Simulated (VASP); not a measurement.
# N: equation of state with PBE

The system is N.

```
CELL_PARAMETERS angstrom
4.08406 0.00000 0.00000
0.00000 4.08406 0.00000
0.00000 0.00000 5.34591
ATOMIC_POSITIONS crystal
N 0.40428 0.59572 0.50000
N 0.09572 0.09572 0.00000
N 0.59572 0.40428 0.50000
N 0.90428 0.90428 0.00000
```

- Program: VASP 6.6.1
- Task: equation of state
- Functional: PBE
- Potentials or basis: VASP PAW PBE potentials, release 64 (N)
- Cutoff: 520 eV
- k mesh: 7 × 7 × 5
- Occupations: fermi-dirac, width 0.05 eV
- Spin: no spin polarisation
- Further INCAR settings: ALGO = Normal; EDIFF = 1e-07; NBANDS = 18

The equilibrium volume is 22.86 Å³/atom, the bulk modulus at fixed shape and positions is 74 GPa and the pressure derivative of the bulk modulus is 3.8.

Energy against volume, from the lowest point:
```
volume (Å³/atom)  energy (meV/atom)
          20.954              42.48
          21.400              24.06
          21.846              11.17
          22.292               3.32
          22.738               0.00
          23.184               0.86
          23.629               5.50
```

All runs of the series together: 3.5 min on 1 thread of Intel(R) Xeon(R) Platinum 8488C (Sapphire Rapids), on a shared host.

Caveat: the standard files for N, O and F lose accuracy on very short bonds; the cell was scaled at fixed shape and fractional positions, which overstates the stiffness of a crystal with free parameters, most of all of layers and chains.
